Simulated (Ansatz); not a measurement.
The system is ZnS.

```xyz
2
Lattice="0.0000 2.7020 2.7020 2.7020 0.0000 2.7020 2.7020 2.7020 0.0000" Properties=species:S:1:pos:R:3 pbc="T T T"
Zn    4.0530    4.0530    4.0530
S     0.0000    0.0000    0.0000
```

Program: Ansatz 0.2.0. Alike in all runs: task single point; potentials or basis all-electron PAW datasets made for the crystal; no spin polarisation; cell as given.

Order these runs on this cell by their band gap on the k mesh, lowest first.
A. level r2SCAN+rVV10; k mesh 9 × 9 × 9; cutoff (eV) 280; smearing gaussian 0.01 eV
B. level PBE0; k mesh 6 × 6 × 6; cutoff (eV) 310; smearing fermi-dirac 0.05 eV
C. level HSE06; k mesh 6 × 6 × 6; cutoff (eV) 310; smearing fermi-dirac 0.05 eV

A (2.62 eV), C (3.34 eV), B (4.01 eV).

Caveats: an odd mesh through Γ misses points on the zone boundary, where band edges often lie (some runs).

Not every run made on this cell is shown here.
